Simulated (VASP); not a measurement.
# SiMo3: relaxation of cell and atoms with PBE

The system is SiMo3.

```xyz
8
Lattice="5.4432 0.0000 0.0000 -2.7216 4.7140 0.0000 0.0000 0.0000 4.6860" Properties=species:S:1:pos:R:3 pbc="T T T"
Si    0.0000    3.1426    1.1715
Si    2.7216    1.5713    3.5145
Mo    2.7216    3.1457    1.1715
Mo   -1.3634    3.9298    3.5145
Mo    1.3634    3.9298    3.5145
Mo    1.3582    0.7841    1.1715
Mo    4.0851    0.7841    1.1715
Mo    0.0000    1.5683    3.5145
```

The cell was built by a generator and needn't be a form met in nature.

| Item | Value |
| --- | --- |
| Program | VASP 6.6.1 |
| Task | relaxation of cell and atoms |
| Functional | PBE |
| Potentials or basis | VASP PAW PBE potentials, release 64 (Si, Mo_sv) |
| Cutoff | 520 eV |
| k mesh | 6 × 6 × 6 |
| Occupations | gaussian, width 0.1 eV |
| Spin | no spin polarisation |
| Further INCAR settings | ALGO = Normal; EDIFF = 1e-06; IBRION = 2; EDIFFG = -0.01; NSW = 90; ISIF = 3 |

The relaxed volume is 15.00 Å³/atom, the relaxed cell is a = 5.419 Å, b = 5.419 Å, c = 4.719 Å, α = 90.00°, β = 90.00°, γ = 120.00° and the space group after relaxing (to 0.05 Å) is P6_3/mmc (No. 194). The energy gained by relaxing is 0.9 meV/atom. The ionic steps are 7 and the pressure after relaxing is 0.0 GPa. The largest force after relaxing is 0.005 eV/Å and the band gap on the k mesh is none (metal or under the smearing width).

Forces on the atoms (eV/Å):
```
Si   0.000  0.000  0.000
Si   0.000  0.000  0.000
Mo   0.000  0.005  0.000
Mo  -0.004  0.002  0.000
Mo   0.004  0.002  0.000
Mo  -0.004 -0.002  0.000
Mo   0.004 -0.002  0.000
Mo   0.000 -0.005  0.000
```

The path:
```
step  energy change (eV)  largest force (eV/Å)  pressure (GPa)  volume (Å³)
   1              0.0000                0.0960           -0.40       120.24
   2             -0.0038                0.0635            0.86       119.59
   3             -0.0038                0.0630            0.86       119.58
   4             -0.0062                0.0276            0.50       119.75
   5             -0.0070                0.0195            0.08       119.97
   6             -0.0071                0.0117            0.14       119.93
   7             -0.0071                0.0046            0.00       120.01
```

Final structure:
```cif
data_structure
_symmetry_space_group_name_H-M 'P 1'
_symmetry_Int_Tables_number 1
_cell_length_a 5.4186
_cell_length_b 5.4186
_cell_length_c 4.7195
_cell_angle_alpha 90.000
_cell_angle_beta 90.000
_cell_angle_gamma 120.000
_cell_volume 120.01
loop_
_atom_site_label
_atom_site_type_symbol
_atom_site_fract_x
_atom_site_fract_y
_atom_site_fract_z
_atom_site_occupancy
Si1 Si 0.33333 0.66667 0.25000 1
Si2 Si 0.66667 0.33333 0.75000 1
Mo1 Mo 0.83257 0.66515 0.25000 1
Mo2 Mo 0.16743 0.83257 0.75000 1
Mo3 Mo 0.66515 0.83257 0.75000 1
Mo4 Mo 0.33485 0.16743 0.25000 1
Mo5 Mo 0.83257 0.16743 0.25000 1
Mo6 Mo 0.16743 0.33485 0.75000 1
```

Levels at points of the mesh, in eV from the Fermi level:
```
           k point  band 43  band 44  band 45  band 46  band 47  band 48  band 49  band 50
(0.00, 0.00, 0.00)    -0.97    -0.97    -0.70     0.87     0.87     1.18     1.18     1.49
(0.50, 0.00, 0.00)    -0.85    -0.51    -0.25    -0.22    -0.16     0.19     0.97     1.26
(0.00, 0.00, 0.50)    -1.21    -1.21     0.67     0.67     0.67     0.67     1.16     1.16
(0.50, 0.00, 0.50)    -1.09    -1.09    -0.28    -0.28     0.31     0.31     0.77     0.77
```

It took 110 s on 4 MPI ranks on AMD EPYC 9R45 96-Core Processor (Zen 5), on a shared host, peak memory 0.3 GiB a rank.
